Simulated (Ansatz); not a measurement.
## Binding across the interface in twisted h-SiC/h-AlN monolayer on bilayer, 38.21° (42 atoms)

How much energy holds the two parts of twisted h-SiC/h-AlN monolayer on bilayer, 38.21° (42 atoms) together, how does it fall off with distance, and how much does it hang on the functional?

Main program and level: Ansatz 0.2.0; Kohn-Sham DFT, RPBE+D3(BJ), PAW (set soft_2), plane waves.

## 1. The structure

The cell holds 42 atoms: 14 Si, 14 C, 7 Al and 7 N. Its edges and angles: a = 8.242 Å, b = 8.242 Å, c = 18.580 Å, α = 90.0°, β = 90.0°, γ = 120.0°. It derives from SiC and AlN. H-SiC (a = 3.1 Å) under h-AlN (a = 3.13 Å), monolayer on bilayer, commensurate cell of 7 unit cells a layer, twist 38.21 deg, both strained to the mean lattice constant; facing planes 3.19, 3.39 Å apart; 12 Å of vacuum; layers as built, displaced by a Gaussian of 0.01 Å. Regions: layer 1, 14 atoms (7 Si and 7 C); layer 2, 14 atoms (7 Si and 7 C); layer 3, 14 atoms (7 Al and 7 N). Vacuum lies along c.

Structure file:

```xyz
42
Lattice="8.2415 0.0000 0.0000 -4.1208 7.1373 0.0000 0.0000 0.0000 18.5800" Properties=species:S:1:pos:R:3
Si    0.5985    1.7020    6.0169
C     1.7573    0.3366    6.0082
Si    0.0037    4.7650    6.0084
C     1.1897    3.3940    6.0043
Si    3.5338    0.6808    6.0021
C     0.5905    6.4529    5.9919
Si    2.9404    3.7338    6.0116
C     4.0956    2.3896    5.9776
Si    2.3647    6.8105    5.9902
C     3.5361    5.4497    5.9958
Si    5.9008    2.7268    5.9995
C     7.0544    1.3567    6.0101
Si   -2.9355    5.7756    5.9870
C    -1.7462    4.4327    6.0064
Si    1.1921    3.3825    9.2071
C     2.3500    2.0361    9.1988
Si    0.5846    6.4567    9.1698
C     1.7622    5.1032    9.1980
Si    4.1216    2.3874    9.1754
C     5.3002    1.0235    9.1735
Si    3.5211    5.4486    9.1759
C     4.7091    4.0781    9.2075
Si    7.0670    1.3416    9.1917
C     4.1102    7.1369    9.2012
Si   -1.7677    4.4107    9.1850
C    -0.5961    3.0539    9.1802
Si    1.7764    0.3484    9.2014
C    -1.1723    6.1220    9.1811
Al    4.7088    0.6710   12.5664
N     4.1038    2.3822   12.5853
Al    2.3459    2.7288   12.5761
N     1.7674    4.4174   12.5952
Al   -2.3618    6.7818   12.5657
N     1.1616    1.3591   12.5933
Al    0.0104    4.7705   12.5723
N    -0.5929    6.4541   12.5584
Al   -0.5879    1.7007   12.5813
N    -1.1791    3.4143   12.5794
Al    2.9370    5.7713   12.5963
N     6.4823    0.3363   12.5729
Al    5.2894    3.7439   12.5787
N     4.7015    5.4522   12.5840
```

## 2. Single point at the start

The forces at the start show how far the geometry lies from a minimum of this functional.

File input.yaml:

```yaml
crystal:
  lattice:
    - [8.2415, 0.0, 0.0]
    - [-4.12075, 7.13735, 0.0]
    - [0.0, 0.0, 18.58]
  atoms:
    - { symbol: Si, position: [0.19185, 0.23846, 0.32384] }
    - { symbol: C, position: [0.2368, 0.04716, 0.32337] }
    - { symbol: Si, position: [0.33426, 0.66762, 0.32338] }
    - { symbol: C, position: [0.38211, 0.47552, 0.32316] }
    - { symbol: Si, position: [0.47648, 0.09539, 0.32304] }
    - { symbol: C, position: [0.5237, 0.9041, 0.32249] }
    - { symbol: Si, position: [0.61835, 0.52314, 0.32355] }
    - { symbol: C, position: [0.66435, 0.3348, 0.32172] }
    - { symbol: Si, position: [0.76403, 0.95421, 0.3224] }
    - { symbol: C, position: [0.81083, 0.76354, 0.3227] }
    - { symbol: Si, position: [0.90701, 0.38204, 0.3229] }
    - { symbol: C, position: [0.951, 0.19009, 0.32347] }
    - { symbol: Si, position: [0.04842, 0.80921, 0.32223] }
    - { symbol: C, position: [0.09865, 0.62106, 0.32327] }
    - { symbol: Si, position: [0.3816, 0.47391, 0.49554] }
    - { symbol: C, position: [0.42778, 0.28527, 0.49509] }
    - { symbol: Si, position: [0.52325, 0.90464, 0.49353] }
    - { symbol: C, position: [0.57132, 0.715, 0.49505] }
    - { symbol: Si, position: [0.66735, 0.3345, 0.49383] }
    - { symbol: C, position: [0.71481, 0.1434, 0.49373] }
    - { symbol: Si, position: [0.80894, 0.76339, 0.49386] }
    - { symbol: C, position: [0.85707, 0.57137, 0.49556] }
    - { symbol: Si, position: [0.95148, 0.18797, 0.49471] }
    - { symbol: C, position: [0.99868, 0.99993, 0.49522] }
    - { symbol: Si, position: [0.0945, 0.61797, 0.49435] }
    - { symbol: C, position: [0.1416, 0.42787, 0.49409] }
    - { symbol: Si, position: [0.23995, 0.04882, 0.49523] }
    - { symbol: C, position: [0.28663, 0.85774, 0.49414] }
    - { symbol: Al, position: [0.61836, 0.09401, 0.67634] }
    - { symbol: "N", position: [0.66483, 0.33377, 0.67736] }
    - { symbol: Al, position: [0.4758, 0.38232, 0.67686] }
    - { symbol: "N", position: [0.52391, 0.61891, 0.67789] }
    - { symbol: Al, position: [0.18852, 0.95018, 0.6763] }
    - { symbol: "N", position: [0.23615, 0.19042, 0.67779] }
    - { symbol: Al, position: [0.33546, 0.66839, 0.67666] }
    - { symbol: "N", position: [0.38019, 0.90427, 0.67591] }
    - { symbol: Al, position: [0.0478, 0.23828, 0.67714] }
    - { symbol: "N", position: [0.09612, 0.47837, 0.67704] }
    - { symbol: Al, position: [0.76067, 0.80861, 0.67795] }
    - { symbol: "N", position: [0.8101, 0.04712, 0.67669] }
    - { symbol: Al, position: [0.90408, 0.52455, 0.677] }
    - { symbol: "N", position: [0.95242, 0.7639, 0.67729] }
kpoints:
  mp_grid: { grid: [3, 3, 1] }
hamiltonian:
  xc: rpbe
  dispersion: d3bj
scf:
  occupations: { method: fixed }
output:
  forces: true
```

Launch:

```bash
> ansatz run input.yaml --threads 4 --pin off --max-ram 8192MiB --backend cpu --events-out ev --progress --plain --runs-dir out
```

Standard output:

```text
[...]
Pseudopotentials: kind: paw
Pseudopotential: Si, paw, valence charge 4, recommended cutoff 420 eV (normal), Si.paw.azcp
Pseudopotential: C, paw, valence charge 4, recommended cutoff 420 eV (normal), C.paw.azcp
Pseudopotential: Al, paw, valence charge 3, recommended cutoff 420 eV (normal), Al.paw.azcp
Pseudopotential: N, paw, valence charge 5, recommended cutoff 420 eV (normal), N.paw.azcp
[... 5 lines on functional and potentials left out ...]
Crystal: 42 atoms, lattice volume = 1092.921 Å³
Basis set: ecut = 420 eV, 21369 PW (Γ), exchange–correlation on 120×120×250 points (8 copies of the dense FFT grid, shifted against one another)
Bands: 126, of which v1, the nominal top of the filled ones, is band 84 counted from 1 (83 counted from 0)
Symmetry: 1 space group operations
Space group: P1 (ITA 1), of the structure as read, at distance tolerance 1.0e-4 Å
k-points: 5 of 9 (time reversal used)
[... 13 lines on functional and potentials left out ...]
Initial density: superposition of atomic densities (neutral atoms: chi_scale 0, normalization atom), corrected by the library's trained network
Initial wavefunctions: pseudopotential atomic-orbital guess
[...]
SCF iter   1: F=—  HF=-18992.682066 eV  |F-HF|=—  |Δ(HF+E_count)|=         —  Δρ=3.20e-3  dr2=1.77e-1  ethr=1.77e-3  ⟨swp⟩=5.8  Hψ=2679  notcnv=0  defer=193
preconditioner: auto → Resta (q_TF=auto, 1.997 Å⁻¹)  ε∞=2.9  [insulator: Δε(μ)=2.109 eV  Ē_g=10.530 eV  n_scr=148 (ndim 8)  ℏωp=14.6 eV  f_vac=0.428  ε∞_Penn≈2.9  vacuum switching on, ρ_ref=8.0e-3 e/Å³]
SCF iter   2: F=—  HF=-18992.658014 eV  |F-HF|=—  |Δ(HF+E_count)|=   2.41e-2  Δρ=1.69e-3  dr2=3.39e-2  ethr=1.06e-4  ⟨swp⟩=3.0  Hψ=1088  notcnv=0  defer=200
SCF iter   3: F=—  HF=-18992.659627 eV  |F-HF|=—  |Δ(HF+E_count)|=   1.61e-3  Δρ=6.34e-4  dr2=6.39e-3  ethr=2.02e-5  ⟨swp⟩=3.2  Hψ=727  notcnv=0  defer=90
automatic band count: iteration 3 solves 104 bands in place of 126: the levels show a gap, and the empty bands left out lie too high to hold charge; the band table lists the bands solved (type scf.n_extra_bands for more)
SCF iter   4: F=—  HF=-18992.660465 eV  |F-HF|=—  |Δ(HF+E_count)|=   8.38e-4  Δρ=1.94e-4  dr2=3.96e-4  ethr=3.81e-6  ⟨swp⟩=2.4  Hψ=885  notcnv=0  defer=90
SCF iter   5: F=—  HF=-18992.660627 eV  |F-HF|=—  |Δ(HF+E_count)|=   1.61e-4  Δρ=8.76e-5  dr2=8.68e-5  ethr=2.36e-7  ⟨swp⟩=2.0  Hψ=874  notcnv=0  defer=90
SCF iter   6: F=—  HF=-18992.660643 eV  |F-HF|=—  |Δ(HF+E_count)|=   1.58e-5  Δρ=2.48e-5  dr2=7.38e-6  ethr=5.17e-8  ⟨swp⟩=2.0  Hψ=938  notcnv=0  defer=80
SCF iter   7: F=—  HF=-18992.660646 eV  |F-HF|=—  |Δ(HF+E_count)|=   3.73e-6  Δρ=1.13e-5  dr2=1.43e-6  ethr=4.39e-9  ⟨swp⟩=2.0  Hψ=874  notcnv=0  defer=80
SCF iter   8: F=-18992.660647 eV  HF=-18992.660647 eV  |F-HF|=1.12e-7  |Δ(HF+E_count)|=   3.46e-7  Δρ=3.21e-6  dr2=9.76e-8  ethr=5.95e-11  ⟨swp⟩=3.4  Hψ=2269  notcnv=0
SCF 1 converged in 8 iterations: F = -18992.660647 eV  dr2 = 9.76e-8
[...]
SCF converged after 8 iterations
Free energy (F): -18992.660647 eV
Harris-Foulkes:  -18992.660647 eV  (|F-HF|=1.12e-7)
Internal energy: -18992.660647 eV  (E = F + TS)
E sigma→0 (E₀):  -18992.660647 eV
Fermi energy:    0.732510 eV
--- Per-component energies (eV) ---
[...]
Σ components = -18992.660647   (vs F -18992.660647, Δ=0.00e0)
--- Forces (eV/Å), atoms counted from 1 ---
  atom   1  Si    -0.42092686    -0.07431378     0.36051200
  atom   2  C      0.38305760     0.07638584    -0.02349102
  atom   3  Si     0.45381515    -0.29759659     0.37692223
  atom   4  C     -0.48480885     0.26358743     0.02666442
[...]
atom  42  N     -0.13636537    -0.50052175     0.10747349
  max |Σ_I F_I| component: 8.83e-4 eV/Å
```

Run time: 15 s. Hardware: 4 threads of Arm Neoverse V2, shared host; peak memory 2.6 GiB; 60 s of CPU time.

In the SCF lines HF is the Harris–Foulkes energy and dr2 the Hartree energy of the density residual, in eV; the loop may stop once dr2 is under the threshold and the program's other checks hold. Hψ counts applications of the Hamiltonian.

The r.m.s. force at the start is 0.32 eV/Å.

## 3. Relaxation

With the cell held, the atoms are moved downhill towards a nearby minimum.

File input.yaml:

```yaml
crystal:
  lattice:
    - [8.2415, 0.0, 0.0]
    - [-4.12075, 7.13735, 0.0]
    - [0.0, 0.0, 18.58]
  atoms:
    [... the 42 atom lines of step 2 ...]
kpoints:
  mp_grid: { grid: [3, 3, 1] }
hamiltonian:
  xc: rpbe
  dispersion: d3bj
scf:
  occupations: { method: fixed }
output:
  forces: true
relax:
  f_tol: 0.05
  max_steps: 120
```

Standard output:

```text
[...]
Crystal: 42 atoms, lattice volume = 1092.921 Å³
Basis set: ecut = 420 eV, 21369 PW (Γ), exchange–correlation on 120×120×250 points (8 copies of the dense FFT grid, shifted against one another)
Bands: 126, of which v1, the nominal top of the filled ones, is band 84 counted from 1 (83 counted from 0)
Symmetry: 1 space group operations
[...]
k-points: 5 of 9 (time reversal used)
[...]
SCF iter   1: F=—  HF=-18992.682066 eV  |F-HF|=—  |Δ(HF+E_count)|=         —  Δρ=3.20e-3  dr2=1.77e-1  ethr=1.77e-3  ⟨swp⟩=5.8  Hψ=2679  notcnv=0  defer=193
[...]
SCF iter   6: F=-18992.660643 eV  HF=-18992.660643 eV  |F-HF|=1.25e-7  |Δ(HF+E_count)|=   4.00e-5  Δρ=2.48e-5  dr2=7.38e-6  ethr=3.72e-8  ⟨swp⟩=5.0  Hψ=1848  notcnv=0
SCF 1 converged in 6 iterations: F = -18992.660643 eV  dr2 = 7.38e-6
[...]
relax step   1: F+E_penalty+E_count = -18992.66064274 eV  Δ(F+E_penalty+E_count) = +0.000e0 eV  max|allowed force component| = 1.116e0 eV/Å  Δτ_max = 0.0000 Å  (6 SCF iters, dr2 threshold 6.25e-5 eV, accepted)
[... from here on, the SCF cycles and remarks between the steps are left out ...]
relax step   2: F+E_penalty+E_count = -18993.54407349 eV  Δ(F+E_penalty+E_count) = -8.834e-1 eV  max|allowed force component| = 6.060e-1 eV/Å  Δτ_max = 0.1944 Å  (7 SCF iters, dr2 threshold 7.78e-5 eV, accepted)
relax step   3: F+E_penalty+E_count = -18994.34544308 eV  Δ(F+E_penalty+E_count) = -8.014e-1 eV  max|allowed force component| = 5.951e-1 eV/Å  Δτ_max = 0.1949 Å  (7 SCF iters, dr2 threshold 2.29e-5 eV, accepted)
relax step   4: F+E_penalty+E_count = -18994.98214294 eV  Δ(F+E_penalty+E_count) = -6.367e-1 eV  max|allowed force component| = 7.604e-1 eV/Å  Δτ_max = 0.1977 Å  (7 SCF iters, dr2 threshold 1.00e-4 eV, accepted)
relax step   5: F+E_penalty+E_count = -18995.63010028 eV  Δ(F+E_penalty+E_count) = -6.480e-1 eV  max|allowed force component| = 1.190e0 eV/Å  Δτ_max = 0.1945 Å  (7 SCF iters, dr2 threshold 1.00e-4 eV, accepted)
relax step   6: F+E_penalty+E_count = -18996.34983938 eV  Δ(F+E_penalty+E_count) = -7.197e-1 eV  max|allowed force component| = 1.475e0 eV/Å  Δτ_max = 0.1933 Å  (7 SCF iters, dr2 threshold 1.00e-4 eV, accepted)
relax step   7: F+E_penalty+E_count = -18996.64072300 eV  Δ(F+E_penalty+E_count) = -2.909e-1 eV  max|allowed force component| = 1.507e0 eV/Å  Δτ_max = 0.1946 Å  (6 SCF iters, dr2 threshold 1.00e-4 eV, accepted)
relax step   8: F+E_penalty+E_count = -18996.63072620 eV  Δ(F+E_penalty+E_count) = +9.997e-3 eV  max|allowed force component| = 6.213e-1 eV/Å  Δτ_max = 0.1304 Å  (7 SCF iters, dr2 threshold 1.00e-4 eV, rejected (line search))
relax step   9: F+E_penalty+E_count = -18996.75157629 eV  Δ(F+E_penalty+E_count) = -1.109e-1 eV  max|allowed force component| = 6.713e-2 eV/Å  Δτ_max = 0.0652 Å  (9 SCF iters, accepted)
relax step  10: F+E_penalty+E_count = -18996.75801541 eV  Δ(F+E_penalty+E_count) = -6.439e-3 eV  max|allowed force component| = 6.310e-2 eV/Å  Δτ_max = 0.0480 Å  (9 SCF iters, accepted)
relax step  11: F+E_penalty+E_count = -18996.76039155 eV  Δ(F+E_penalty+E_count) = -2.376e-3 eV  max|allowed force component| = 1.144e-2 eV/Å  Δτ_max = 0.0134 Å  (7 SCF iters, accepted)
dispersion: the relaxed geometry stands within reach of a switch of an atom's C6, across which e_disp changes (each atom's share, over what another start of this relaxation can change, on this fixed cell, each atom moved by 0.025 Å at the most, [...]
SCF converged after 7 iterations
Free energy (F): -18996.760392 eV
[...]
Internal energy: -18996.760392 eV  (E = F + TS)
E sigma→0 (E₀):  -18996.760392 eV
Fermi energy:    0.863895 eV
[...]
--- Forces (eV/Å), atoms counted from 1 ---
  atom   1  Si     0.00095097    -0.00039034    -0.00882749
  atom   2  C      0.00221068    -0.00489424     0.00866531
  atom   3  Si     0.00007774    -0.00018120    -0.00567397
  atom   4  C     -0.00293524     0.00051268     0.01117650
  atom   5  Si    -0.00400209     0.00038300    -0.00577982
  atom   6  C      0.00069726    -0.00241301     0.01144060
  atom   7  Si     0.00209269     0.00285837    -0.00537351
  atom   8  C      0.00011337    -0.00000142     0.00633805
  atom   9  Si    -0.00042174     0.00108851    -0.00916322
  atom  10  C     -0.00537793     0.00028683     0.00870889
  atom  11  Si     0.00152256    -0.00334506    -0.00534095
  atom  12  C      0.00327094     0.00459468     0.00852697
  atom  13  Si    -0.00073696    -0.00081948    -0.00927021
  atom  14  C      0.00167099     0.00201798     0.01120178
[...]
atom  41  Al     0.00231514     0.00934509    -0.00683870
  atom  42  N     -0.00278856    -0.00053209     0.00869777
  max |Σ_I F_I| component: 1.03e-4 eV/Å
--- Relaxed structure (11 steps of the walk, 10 accepted, 0 SCFs on fresh bases) ---
  F+E_penalty+E_count = -18996.76039155 eV   max|allowed force component| = 1.144e-2 eV/Å
  atoms:
    - { symbol: Si, position: [0.189537, 0.239270, 0.357871] }
    - { symbol: C, position: [0.239645, 0.050293, 0.353361] }
    - { symbol: Si, position: [0.333432, 0.666839, 0.354758] }
    - { symbol: C, position: [0.381827, 0.477316, 0.351926] }
[...]
- { symbol: N, position: [0.947887, 0.763136, 0.650778] }
```

It took 2.6 min on 4 threads; peak memory 2.6 GiB.

The program notes that the dispersion model switches parameters near this geometry. Further notices: relaxed geometry near dispersion switch.

The relaxation converged after 11 steps, 4.10 eV below its start, with a largest force component of 0.011 eV/Å.

(Part 1 of 3 ends here.)

[Long decimals in the printed logs are rounded to 6 places.]

[Logs are printed without paths, hosts, clocks, repeated set-up lines and the standing remarks that a program may print on its own settings, such as how far it seeks lower states.]

[Hosts, paths, dates, database ids (printed as entryN), source tags and the programs' standing remarks are cut or masked in the printed files.]
